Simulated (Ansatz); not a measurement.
# Stationary points along a deformation path in CdF2

Theory: Ansatz 0.2.0, DFT PBEsol, scalar-relativistic, plane waves, PAW. Settings: plane waves to 420 eV, k-mesh 8×8×8 (Γ-centred), Gaussian smearing 0.05 eV. No spin polarisation. Energies are free energies at this smearing, counted from the undisturbed cell; pressure is positive in compression.

The undisturbed cell (as given, not relaxed at this level; it stands at -0.2 GPa):

```yaml
crystal:
  lattice:
    - [0.00000, 2.69400, 2.69400]
    - [2.69400, 0.00000, 2.69400]
    - [2.69400, 2.69400, 0.00000]
  atoms:
    - { symbol: Cd, position: [0.00000, 0.00000, 0.00000] }
    - { symbol: F, position: [0.25000, 0.25000, 0.25000] }
    - { symbol: F, position: [0.75000, 0.75000, 0.75000] }
```

At fixed volume and fractional coordinates, lengths along (0.577, 0.577, 0.577) are scaled against those across it; ρ is that ratio over its starting value. V = 13.035 Å³/atom. Δσ is the stress along the axis less the mean stress across it (compression positive).

```csv
ρ,ΔE (meV/atom),Δσ (GPa),space group
0.500,4163.5,424.41,R-3m
0.600,1367.4,170.39,R-3m
0.710,380.0,60.90,R-3m
0.850,51.4,14.30,R-3m
0.930,8.0,4.48,R-3m
1.000,0.0,0.00,Fm-3m
1.080,6.4,-2.87,R-3m
1.200,30.8,-5.51,R-3m
1.410,96.1,-9.57,R-3m
1.700,220.7,-14.98,R-3m
2.000,371.6,-19.25,R-3m
```

Question: How does the stress give the slope of the energy, and where is the energy stationary?

Answer: Along the path d ln(length) is 2/3 d ln ρ on the axis and −1/3 d ln ρ across it, so dE/d ln ρ = −(2/3) V Δσ: the energy falls with ρ where Δσ is positive. Δσ vanishes or changes sign at ρ = 1.000 (Fm-3m), a minimum at 0.0 meV/atom. Pairs of stationary points between two samples would go unseen, and could change a minimum read from distant neighbours into a maximum. At ρ = 1.000 the cell is cubic, where symmetry alone makes the stress isotropic and the slope zero.

Question: Which shear constant sets the curvature at ρ = 1?

Answer: For a cubic crystal E/V = (2/3) C (ln ρ)² with C = C44, so Δσ = −2C ln ρ. The parabola of Δσ against ln ρ through ρ = 0.930, 1 and 1.080 gives C ≈ 25 GPa with the ions clamped, rough because the steps are large.

Forces appear on the atoms along this scan, and letting them relax would lower the energy and soften the response.